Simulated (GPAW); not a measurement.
FeO (Wuestite):

```
Fe O
1.0
     0.00000    2.15540    2.15540
     2.15540    0.00000    2.15540
     2.15540    2.15540    0.00000
Fe O
1 1
Direct
  0.00000 0.00000 0.00000
  0.50000 0.50000 0.50000
```

| Item | Value |
| --- | --- |
| Program | GPAW 26.7.0 |
| Task | relaxation of cell and atoms |
| Functional | LDA |
| Potentials or basis | the program's PAW data sets (release 1.2.1) made for this functional |
| Cutoff | 800 eV |
| Basis | pw |
| k mesh | 8 × 8 × 8 |
| Occupations | fermi-dirac, width 0.05 eV |
| Spin | collinear spin, ferromagnetic start |
| Starting moments | [3.0, 0.0] μB |

At the start: pressure -15.3 GPa; volume 10.01 Å³/atom.

How do energy, volume and symmetry change on relaxing?

Over 4 steps the energy falls by 38.2 meV/atom and the volume is 9.16 Å³/atom (-8.5 %); space group Fm-3m (No. 225, to 0.05 Å); moment 3.84 μB per cell.

Step by step:
| step | energy change (eV) | largest force (eV/Å) | pressure (GPa) | volume (Å³) |
| --- | --- | --- | --- | --- |
| 1 | 0.0000 | 0.0000 | -15.31 | 20.03 |
| 2 | -0.0328 | 0.0000 | -11.91 | 19.62 |
| 3 | -0.0765 | 0.0000 | -0.51 | 18.37 |
| 4 | -0.0763 | 0.0000 | 0.06 | 18.32 |

Final structure:
```
CELL_PARAMETERS angstrom
0.00000 2.09248 2.09248
2.09248 0.00000 2.09248
2.09248 2.09248 0.00000
ATOMIC_POSITIONS crystal
Fe 0.00000 0.00000 0.00000
O 0.50000 0.50000 0.50000
```

Caveat: each step starts from the last one's moments, so a moment once lost doesn't come back; later steps reuse the first step's grids; a cell with one magnetic atom can't hold antiferromagnetic order, which such compounds often take.
